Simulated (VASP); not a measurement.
# NiSi: relaxation with set parts of the cell free, by free to move

NiSi, P1 (no. 1), 4 atoms in the cell. PBE, constrained relaxation; PAW potentials Ni, Si (PBE set).

| Free to move | Volume (Å³/atom) | Pressure in a fresh run at the final cell (GPa) | Pressure printed at the end of the relaxation (GPa) | Ionic steps, all stages | Electronic steps, all stages | Time (s) |
|---|---|---|---|---|---|---|
| atoms | 11.471 | 3.01 | 3.01 | 10 | 94 | 171 |
| atoms, shape and volume | 11.664 | -0.04 | 0.06 | 19 | 156 | 270 |
| atoms and shape at fixed volume | 11.471 | 2.88 | 2.88 | 10 | 96 | 156 |
| atoms and volume | 11.670 | -0.13 | -0.13 | 29 | 182 | 306 |
| atoms and the z components of the lattice | 11.577 | 1.09 | 1.09 | 15 | 122 | 196 |
| atoms and the x and y components of the lattice | 11.632 | 0.64 | 0.73 | 15 | 122 | 201 |
| atoms and the y and z components of the lattice | 11.645 | 0.15 | 0.15 | 14 | 125 | 203 |

Limits: the start was distorted on purpose (random strain, atoms moved at random), so the space group given is the start's and not the crystal's.

## Input of the first row

INCAR.step1:
```
ALGO = Normal
EDIFF = 1E-6
EDIFFG = -0.01
ENCUT = 350
IBRION = 2
ISIF = 2
ISMEAR = 1
ISPIN = 2
KPAR = 8
LASPH = True
LCHARG = False
LMAXMIX = 4
LREAL = False
LWAVE = False
MAGMOM = 1 1 0 0
NELM = 100
NSW = 60
POTIM = 0.5
PREC = Accurate
SIGMA = 0.1
```

INCAR.step3, as INCAR.step1 but for:
```
- EDIFFG = -0.01
- IBRION = 2
- NSW = 60
- POTIM = 0.5
+ NSW = 0
```

KPOINTS:
```
k-points
0
Gamma
  8 7 5
```

POSCAR.step1:
```
SiNi
1.0
    2.9529400000     -0.0070850000     -0.0030390000
   -0.0078980000      3.3100240000      0.0168530000
   -0.0048300000      0.0240300000      4.6944990000
Ni Si
2 2
Direct
    0.5101340000      0.5033440000      0.3415910000
   -0.0157430000      0.0045230000      0.6577450000
    0.4962820000      0.4999580000      0.8425760000
    0.0093270000     -0.0078250000      0.1580880000
```

POSCAR.step3:
```
SiNi
1.0
    2.9529400000     -0.0070850000     -0.0030390000
   -0.0078980000      3.3100240000      0.0168530000
   -0.0048300000      0.0240300000      4.6944990000
Ni Si
2 2
Direct
    0.5004660500      0.4996606563      0.3425158391
    0.9997547088      0.0003413233      0.6574902891
    0.4996865572      0.4999796627      0.8431395146
    0.0000926840      0.0000183577      0.1568543572
```

Commands (each step's output is kept before the next begins):
```
cat potpaw_PBE.64/Ni/POTCAR potpaw_PBE.64/Si/POTCAR > POTCAR
cp INCAR.step1 INCAR
cp POSCAR.step1 POSCAR
mpirun -np 8 vasp_std > vasp.out
cp CONTCAR POSCAR
mpirun -np 8 vasp_std > vasp.out
cp CONTCAR POSCAR
cp INCAR.step3 INCAR
cp POSCAR.step3 POSCAR
mpirun -np 8 vasp_std > vasp.out
```

Changes of the last row against the first:
```
- ISIF = 2
+ ISIF = 3
+ LATTICE_CONSTRAINTS = .FALSE. .TRUE. .TRUE.
```

VASP 6.6.1 took 171 s on 8 cores (Intel Xeon Platinum 8488C (Sapphire Rapids)), a shared host.
